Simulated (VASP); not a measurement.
# CdS (Fm-3m) in VASP: a series of runs, part 3 of 3

VASP 6.6.1. The steps go on from the part before.

## 6. Dielectric tensor, PBEsol

Contents of INCAR:

```
ALGO = Normal
EDIFF = 1E-8
ENCUT = 350
GGA = PS
ISIF = 2
ISMEAR = 0
LASPH = True
LCHARG = False
LEPSILON = True
LREAL = False
LWAVE = False
NELM = 100
PREC = Accurate
SIGMA = 0.01
```

Contents of KPOINTS:

```
k-points
0
Gamma
  5 5 5
```

Contents of POSCAR:

```
CdS
1.0
    0.0000000000      2.7532440000      2.7532440000
    2.7532440000      0.0000000000      2.7532440000
    2.7532440000      2.7532440000      0.0000000000
Cd S
1 1
Direct
    0.0000000000      0.0000000000      0.0000000000
    0.5000000000      0.5000000000      0.5000000000
```

Potentials or basis: VASP PAW PBE potentials, release 64 (Cd, S).

Run with:

```
cat potpaw_PBE.64/Cd/POTCAR potpaw_PBE.64/S/POTCAR > POTCAR
mpirun -np 1 vasp_std > vasp.out
```

OUTCAR:

```text
EDIFF = 1E-8
   ENCUT = 350
   GGA = PS
   ISIF = 2
   ISMEAR = 0
   LASPH = True
   LEPSILON = True
   LREAL = False
   NELM = 100
   PREC = Accurate

 Found     10 irreducible k-points:

 Following reciprocal coordinates:
            Coordinates               Weight
  0.000000  0.000000  0.000000      1.000000
  0.200000  0.000000  0.000000      8.000000
  0.400000  0.000000  0.000000      8.000000
  0.200000  0.200000  0.000000      6.000000
  0.400000  0.200000  0.000000     24.000000
 -0.400000  0.200000  0.000000     24.000000
   k-points           NKPTS =     10   k-points in BZ     NKDIM =     10   number of bands    NBANDS=     13
   number of dos      NEDOS =    301   number of ions     NIONS =      2
   total plane-waves  NPLWV =  13824
   dimension x,y,z NGX =    24 NGY =   24 NGZ =   24
   dimension x,y,z NGXF=    48 NGYF=   48 NGZF=   48
   ions per type =               1   1
   NGX,Y,Z   is equivalent  to a cutoff of  10.25, 10.25, 10.25 a.u.
   NGXF,Y,Z  is equivalent  to a cutoff of  20.49, 20.49, 20.49 a.u.
 SYSTEM =  unknown system
   PREC   = accura    normal or accurate (medium, high low for compatibility)
   ISTART =      0    job   : 0-new  1-cont  2-samecut
   ICHARG =      2    charge: 1-file 2-atom 10-const
   ISPIN  =      1    spin polarized calculation?
   LNONCOLLINEAR =      F non collinear calculations
   LSORBIT =      F    spin-orbit coupling
   LASPH  =      T    aspherical Exc in radial PAW
   ENCUT  =  350.0 eV  25.72 Ry    5.07 a.u.   5.94  5.94  5.94*2*pi/ulx,y,z
   NELM   =    100;   NELMIN=  2; NELMDL= -5     # of ELM steps
   EDIFF  = 0.1E-07   stopping-criterion for ELM
   LREAL  =      F    real-space projection
   EDIFFG = 0.1E-06   stopping-criterion for IOM
   NSW    =      0    number of steps for IOM
   IBRION =     -1    ionic relax: 0-MD 1-quasi-New 2-CG
   NFREE  =      0    steps in history (QN), initial steepest desc. (CG)
   ISIF   =      2    stress and relaxation
   ISYM   =      2    0-nonsym 1-usesym 2-fastsym
   POTIM  = 0.5000    time-step for ionic-motion
   TEBEG  =    0.0;   TEEND  =   0.0 temperature during run
   PSTRESS=    0.0 pullay stress
   NELECT =      18.0000    total number of electrons
   NUPDOWN=      -1.0000    fix difference up-down
   EMIN   =  10.00;   EMAX   =-10.00  energy-range for DOS
   EFERMI =   0.00;   METHOD = LEGACY
   ISMEAR =     0;   SIGMA  =   0.01  broadening in eV -4-tet -1-fermi 0-gaus
   EFERMI_NEDOS =   21; number of points for ismear=-14 and -15
   IALGO  =     38    algorithm
   IMIX   =      4    mixing-type and parameters
     AMIX     =   0.40;   BMIX     =  1.00
     AMIX_MAG =   1.60;   BMIX_MAG =  1.00
  volume/ion in A,a.u.               =      20.87       140.84
  Fermi-wavevector in a.u.,A,eV,Ry     =   1.236833  2.337275 20.813583  1.529755
  Thomas-Fermi vector in A             =   2.371425
   LORBIT       =      0    0 simple, 1 ext, 2 COOP (PROOUT), +10 PAW based schemes
   GGA     = PS    functional components
   LHFCALC =     F    Hartree Fock is set to
   AEXX    =    0.0000 exact exchange contribution
   IVDW    =     0    specifies the selected vdW correction
   LEPSILON=     T    determine dielectric tensor
   LRPA    =     F    only Hartree local field effects (RPA)
 non-spin polarized calculation
 Gauss-broadening in eV      SIGMA  =   0.01
  energy-cutoff  :      350.00
  volume of cell :       41.74
 maximum number of plane-waves:       635
[... 112 lines left out ...]
  Direction    XX          YY          ZZ          XY          YZ          ZX
  --------------------------------------------------------------------------------------
  -------------------------------------------------------------------------------------
  Total       -1.1256345     -1.1256345     -1.1256345     -0.0000000      0.0000000     -0.0000000
  in kB      -43.2059819    -43.2059819    -43.2059819     -0.0000000      0.0000000     -0.0000000
  external PRESSURE =     -43.2059819 kB  Pullay stress =       0.0000000 kB

 VOLUME and BASIS-vectors are now :
 -----------------------------------------------------------------------------
  energy-cutoff  :      350.00
  volume of cell :       41.74
      direct lattice vectors                 reciprocal lattice vectors
     0.000000000  2.753244000  2.753244000    -0.181603955  0.181603955  0.181603955
     2.753244000  0.000000000  2.753244000     0.181603955 -0.181603955  0.181603955
     2.753244000  2.753244000  0.000000000     0.181603955  0.181603955 -0.181603955

 POSITION                                       TOTAL-FORCE (eV/Angst)
 -----------------------------------------------------------------------------------
      0.00000      0.00000      0.00000         0.000000      0.000000      0.000000
      2.75324      2.75324      2.75324         0.000000      0.000000      0.000000
 -----------------------------------------------------------------------------------
    total drift:                                0.000000     -0.000000     -0.000000

  FREE ENERGIE OF THE ION-ELECTRON SYSTEM (eV)
  ---------------------------------------------------
  free  energy   TOTEN  =        -6.5929743413 eV

  energy  without entropy=       -6.5929743413  energy(sigma->0) =       -6.59297434

 HEAD OF MICROSCOPIC STATIC DIELECTRIC TENSOR (INDEPENDENT PARTICLE, excluding Hartree and local field effects)
 ------------------------------------------------------
          13.609485    -0.000000     0.000000
          -0.000000    13.609485    -0.000000
          -0.000000    -0.000000    13.609485
 ------------------------------------------------------

 Free energy of the ion-electron system (eV)
  ---------------------------------------------------
  ---------------------------------------------------
  free energy    TOTEN  =        -1.47294484 eV

  energy without entropy =       -1.47294484

------------------------ aborting loop because EDIFF is reached ----------------------------------------

--------------------------------------- Ionic step        2  -------------------------------------------

------------------------ aborting loop because EDIFF is reached ----------------------------------------

--------------------------------------- Ionic step        3  -------------------------------------------

 Free energy of the ion-electron system (eV)
  ---------------------------------------------------
  ---------------------------------------------------
  free energy    TOTEN  =        -1.47293233 eV

  energy without entropy =       -1.47293233

------------------------ aborting loop because EDIFF is reached ----------------------------------------

 PIEZOELECTRIC TENSOR FIELD DIRECTION 3  (e Angst)
 -----------------------------------------------------------------------------
     0.00294  0.00000  0.00000           ( -0.00000  0.00000  0.00000)
     0.00000  0.00294 -0.00000           (  0.00000 -0.00000  0.00000)
     0.00000  0.00000 -0.00664           (  0.00000  0.00000  0.00004)

 PIEZOELECTRIC TENSOR FIELD DIRECTION 3  (C/m^2)
 -----------------------------------------------------------------------------
     0.00113  0.00000  0.00000
     0.00000  0.00113 -0.00000
     0.00000  0.00000 -0.00255

 MACROSCOPIC STATIC DIELECTRIC TENSOR (including local field effects in DFT)
 ------------------------------------------------------
          13.195220    -0.000000    -0.000000
           0.000000    13.195220     0.000000
          -0.000000     0.000000    13.195220
 ------------------------------------------------------

 PIEZOELECTRIC TENSOR (including local field effects)  for field in x, y, z        (e  Angst)
          XX          YY          ZZ          XY          YZ          ZX
  --------------------------------------------------------------------------------
  x     0.00000     0.00000     0.00000     0.00000     0.00000     0.00000
  y     0.00000     0.00000     0.00000     0.00000     0.00000     0.00000
  z     0.00000     0.00000     0.00000     0.00000     0.00000     0.00000

 PIEZOELECTRIC TENSOR (including local field effects)  for field in x, y, z        (C/m^2)
          XX          YY          ZZ          XY          YZ          ZX
  --------------------------------------------------------------------------------
  x     0.00000     0.00000     0.00000     0.00000     0.00000     0.00000
  y     0.00000     0.00000     0.00000     0.00000     0.00000     0.00000
  z     0.00000     0.00000     0.00000     0.00000     0.00000     0.00000

 BORN EFFECTIVE CHARGES (including local field effects) (in |e|, cummulative output)
 ---------------------------------------------------------------------------------
 ion    1
    1     3.37232    -0.00000    -0.00000
    2     0.00000     3.37232    -0.00000
    3    -0.00000     0.00000     3.37232
 ion    2
    1    -3.37232     0.00000     0.00000
    2    -0.00000    -3.37232     0.00000
    3     0.00000    -0.00000    -3.37232
```

OSZICAR:

```text
[... 13 lines left out ...]
RMM:   4    -0.145084915198E+01   -0.27008E-01   -0.24717E-02   685   0.883E-01    0.272E-01
RMM:   5    -0.147154762370E+01   -0.20698E-01   -0.98814E-04   716   0.247E-01    0.497E-02
RMM:   6    -0.147206762129E+01   -0.52000E-03   -0.40819E-05   718   0.377E-02    0.181E-02
RMM:   7    -0.147288229626E+01   -0.81467E-03   -0.54425E-06   714   0.168E-02    0.207E-03
RMM:   8    -0.147293647548E+01   -0.54179E-04   -0.18984E-06   763   0.330E-03    0.117E-03
RMM:   9    -0.147293239249E+01    0.40830E-05   -0.10806E-05   674   0.129E-03    0.326E-04
RMM:  10    -0.147293239477E+01   -0.22732E-08   -0.42293E-06   702   0.349E-04    0.757E-05
RMM:  11    -0.147293235705E+01    0.37718E-07   -0.11185E-06   550   0.111E-04    0.158E-05
RMM:  12    -0.147293233133E+01    0.25713E-07   -0.26493E-06   242   0.466E-05    0.460E-06
```

stdout:

```text
POSCAR found type information on POSCAR CdS
 POSCAR found :  2 types and       2 ions
 scaLAPACK will be used
 -----------------------------------------------------------------------------
|                                                                             |
|                                                                             |
|     You enforced a specific xc type in the INCAR file but a different       |
[... 28 lines left out ...]
  Direction:   1
 dielectric tensor                  component  1 :    13.195     4.431     0.992
 Linear response to external field, progress :
  Direction:   2
 dielectric tensor                  component  2 :     4.598    13.195    -0.924
 Linear response to external field, progress :
  Direction:   3
 dielectric tensor                  component  3 :     1.167     2.507    13.195
 Born effective charges drift removed
```

It took 32 s on 1 thread of Intel Xeon Platinum 8488C (Sapphire Rapids), shared host; peak memory 0.14 GiB.

These settings aren't checked as converged: the numbers below hold their error.

Results:

```
Band gap on the k mesh                  : 0.62 eV, indirect (least direct gap 1.40 eV)
Electronic dielectric tensor (diagonal) : 13.20
Born charges (mean of the diagonal)     : Cd +3.37; S -3.37 e
```

Caveat: the gap is small at this level, which inflates the dielectric constant; the PAW data sets were made with another functional, which shifts forces and pressure a little; an odd mesh through Γ misses points on the zone boundary, where band edges often lie.

## 7. For comparison

An earlier run on the cell as given: functional PBE; potentials or basis VASP PAW PBE potentials, release 64 (Cd, S); cutoff 520 eV; k mesh 8 × 8 × 8; occupations fermi-dirac, width 0.05 eV; no spin polarisation.

- Pressure: -0.1 GPa
- Band gap on the k mesh: 0.26 eV, indirect (least direct gap 1.53 eV)
